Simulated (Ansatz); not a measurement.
The system is Al2O3.

```
Al O
1.0
     4.61378    0.00000    0.00000
     0.00000    9.56328    0.00000
     0.00000    0.00000    3.11986
Al O
4 6
Cartesian
  4.5352 7.8856 0.0000
  0.0785 1.6777 0.0000
  2.2283 6.4593 1.5599
  2.3854 3.1040 1.5599
  2.3069 4.7816 1.5599
  0.5704 7.2016 1.5599
  1.7365 2.4200 0.0000
  2.8773 7.1433 0.0000
  0.0000 0.0000 0.0000
  4.0434 2.3617 1.5599
```

Measurements of this composition are mostly on another form, of space group No. 167.

Base run:

| Property | Result |
| --- | --- |
| Program | Ansatz 0.2.0 |
| Functional | PBE |
| Potentials or basis | SSSP efficiency PAW |
| Cutoff | 680 eV |
| Density cutoff | 6803 eV |
| k mesh | 6 × 3 × 9 |
| Occupations | fermi-dirac, width 0.05 eV |
| Spin | no spin polarisation |

Its results: band gap on the k mesh 3.53 eV, direct; pressure 0.7 GPa; largest force 0.190 eV/Å.

Task: The run is repeated on the same cell with these changes: potentials or basis from SSSP efficiency PAW to SPMS NC; cutoff from 680 eV to 1034 eV (not typed: the program's choice for these potentials). What comes out?

Result: Band gap on the k mesh 3.53 eV, direct; pressure 0.1 GPa; largest force 0.189 eV/Å.

Caveats: odd divisions of the mesh miss points on the zone boundary, where band edges often lie, so the gap on the mesh can be too wide.

A k mesh can miss the band edges.
